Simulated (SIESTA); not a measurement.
HfO2:

```
Hf O
1.0
     5.55640    0.00000    0.00000
     0.00000    3.33360    0.00000
     0.00000    0.00000    6.50500
Hf O
4 8
Direct
  0.74868 0.75000 0.60787
  0.25132 0.25000 0.39213
  0.24868 0.75000 0.89213
  0.75132 0.25000 0.10787
  0.63950 0.25000 0.42340
  0.36050 0.75000 0.57660
  0.13950 0.25000 0.07660
  0.86050 0.75000 0.92340
  0.52079 0.25000 0.84145
  0.47921 0.75000 0.15855
  0.02079 0.25000 0.65855
  0.97921 0.75000 0.34145
```

Measurements of this composition are mostly on another form, of space group No. 14.

Base run:

| Quantity | Value |
| --- | --- |
| Program | SIESTA 5.4.2 |
| Functional | PBE |
| Potentials or basis | PseudoDojo 0.4 standard (PBE files) |
| Basis | DZP (energy shift 0.003 Ry; two zetas on semicore shells) |
| Grid cutoff | 800 Ry |
| Energy shift | 0.003 Ry |
| k mesh | 5 × 8 × 4 |
| Occupations | fermi-dirac, width 0.05 eV |
| Spin | no spin polarisation |

Its results: band gap on the k mesh 3.37 eV, direct; pressure 5.6 GPa; largest force 0.240 eV/Å.

Q: The run is repeated on the same cell with these changes: functional from PBE to LDA; potentials or basis from PseudoDojo 0.4 standard (PBE files) to PseudoDojo 0.4 standard (LDA files). What comes out?

A: Band gap on the k mesh 3.26 eV, direct; pressure -12.6 GPa; largest force 0.044 eV/Å.

Caveats: short orbitals over semicore shells can move pressures by several GPa; spin-orbit coupling is left out, which moves the levels of the heavy elements; the basis of atomic orbitals isn't converged, which shifts pressures, moduli and gaps; an odd mesh through Γ misses points on the zone boundary, where band edges often lie (some runs).
